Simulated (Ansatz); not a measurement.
**Varying the input for Os**

The reference input for Ansatz (plane-wave DFT with PAW):

```yaml
crystal:
  lattice:
    - [0.0, 1.9220413878, 1.9220413878]
    - [1.9220413878, 0.0, 1.9220413878]
    - [1.9220413878, 1.9220413878, 0.0]
  atoms:
    - { symbol: Os, position: [0.0, 0.0, 0.0] }
basis:
  ecutwfc: 420
kpoints:
  mp_grid: { grid: [10, 10, 10] }
hamiltonian:
  xc: pbe
scf:
  occupations: { method: gaussian, width: 0.1 }
output:
  forces: true
  stress: true
  eigenvalues: true
```

Command:

```bash
ansatz run input.yaml --threads 1 --pin off --max-ram 1331MiB --backend cpu --events-out ev --progress --plain --runs-dir out
```

The run converges in 6 SCF iterations on 47 irreducible k-points: pressure 4.27 GPa, no gap.

The inputs are trials, many of them unsound on purpose. Their numbers show the effect of the settings and aren't properties of the material. Each trial's input is given as a difference from the reference's; energies are extrapolated to zero smearing where there is one, and pressure is positive in compression.

Question: Trial 1:

```diff
 crystal:
+  symmetry: { detect: false }
 kpoints:
-  mp_grid: { grid: [10, 10, 10] }
+  mp_grid: { grid: [4, 4, 4] }
+  band_path: { path: [[0, 0, 0], [0.5, 0, 0], [0.5, 0.5, 0.5]], npoints: 4 }
 hamiltonian:
-  xc: pbe
+  xc: blyp
 scf:
-  occupations: { method: gaussian, width: 0.1 }
+  occupations: { method: fermi_dirac, width: "0.02 Ry" }
+  mixing: { algorithm: broyden }
+  max_iter: 65
```

What does the program give?

Answer: The run converges in 6 SCF iterations on 36 irreducible k-points: pressure 21.43 GPa, no gap.

Question: Trial 2 (volume scaled):

```diff
 crystal:
   lattice:
-    - [0.0, 1.9220413878, 1.9220413878]
-    - [1.9220413878, 0.0, 1.9220413878]
-    - [1.9220413878, 1.9220413878, 0.0]
+    - [0.0, 1.9960377139, 1.9960377139]
+    - [1.9960377139, 0.0, 1.9960377139]
+    - [1.9960377139, 1.9960377139, 0.0]
-basis:
-  ecutwfc: 420
+basis: {}
 kpoints:
-  mp_grid: { grid: [10, 10, 10] }
+  mp_grid: { kspacing: 1.2 }
 hamiltonian:
-  xc: pbe
+  xc: revpbe
 scf:
+  lower_state_search: "off"
+  mixing: { beta: 0.03 }
+  initial_density: { chi_scale: 0, normalization: atom }
+  max_iter: 58
+magnetization:
+  spin_polarized: true
```

What does the program give?

Answer: The run converges in 10 SCF iterations on 4 irreducible k-points: pressure -12.17 GPa, no gap, cell moment 0.30 μB (the reference has none, and so few k-points can make one). It warns that no starting moments were given.

Question: Trial 3:

```diff
 kpoints:
-  mp_grid: { grid: [10, 10, 10] }
+  mp_grid: { kspacing: 1.2 }
 scf:
+  lower_state_search: standard
```

How does this run end?

Answer: The run converges in 6 SCF iterations on 4 irreducible k-points: energy 1.12 eV per atom above the reference, pressure 28.29 GPa, no gap.

Question: Trial 4:

```diff
 basis:
+  xc_grid: 2
 hamiltonian:
+  hubbard: { sites: [{ species: Os, l: d, u: 5.6, j: 0.69 }] }
```

How does this run end?

Answer: The run converges in 7 SCF iterations on 47 irreducible k-points: pressure 1.45 GPa, no gap. It warns that the count of filled bands differs between k-points. Under a U the state reached may not be the lowest.

Question: Trial 5 (the one atom moved, which only shifts the crystal as a whole):

```diff
 crystal:
   atoms:
-    - { symbol: Os, position: [0.0, 0.0, 0.0] }
+    - { symbol: Os, position: [0.421, 0.889, 0.343] }
 basis:
-  ecutwfc: 420
+  ecutwfc: "22 Ha"
+  ecutrho_ratio: 8
 kpoints:
-  mp_grid: { grid: [10, 10, 10] }
+  mp_grid: { grid: [4, 4, 4] }
 hamiltonian:
+  dispersion: none
 scf:
-  occupations: { method: gaussian, width: 0.1 }
+  occupations: { method: cold, width: 0.02 }
 output:
+  optics: { e_range: [0, 10], sigma: 0.2 }
```

What happens?

Answer: The run converges in 9 SCF iterations on 8 irreducible k-points: pressure 2.96 GPa, no gap. It warns that optics were asked on partly filled bands.

Question: Trial 6:

```diff
 scf:
-  occupations: { method: gaussian, width: 0.1 }
+  occupations: { method: tetrahedron_uncorrected }
```

How does this run end?

Answer: The run converges in 6 SCF iterations on 47 irreducible k-points: energy 64.0 meV per atom above the reference, pressure 5.55 GPa, no gap. It warns that the printed bands weren't solved further after the SCF.

Question: Trial 7:

```diff
 crystal:
+  symmetry: { detect: false }
 basis:
-  ecutwfc: 420
+  ecutwfc: 320
 hamiltonian:
+  dispersion: d3bj
 scf:
+  mixing: { algorithm: broyden, beta: 0.35, preconditioner: ldos }
+  initial_density: { chi_scale: 0, normalization: atom }
+  max_iter: 65
```

What happens?

Answer: The run converges in 7 SCF iterations on 504 irreducible k-points: pressure -3.80 GPa, no gap. It warns that the cutoff lies under the recommended one, 420 eV for these potentials.

Question: Trial 8:

```diff
 basis:
-  ecutwfc: 420
+  ecutwfc: "23 Ha"
 kpoints:
-  mp_grid: { grid: [10, 10, 10] }
+  mp_grid: { grid: [6, 6, 6] }
 hamiltonian:
+  dispersion: d3bjatm
 scf:
-  occupations: { method: gaussian, width: 0.1 }
+  occupations: { method: tetrahedron }
+  lower_state_search: "off"
+  mixing: { beta: 0.042, preconditioner: kerker }
+  initial_density: { chi_scale: 0, normalization: atom }
+  eigensolver: { kind: davidson }
+  max_iter: 84
```

What does the program give?

Answer: The run converges in 7 SCF iterations on 16 irreducible k-points: pressure -0.72 GPa, no gap. It warns that the printed bands weren't solved further after the SCF; that forces and stress under tetrahedra may miss the energy's slope.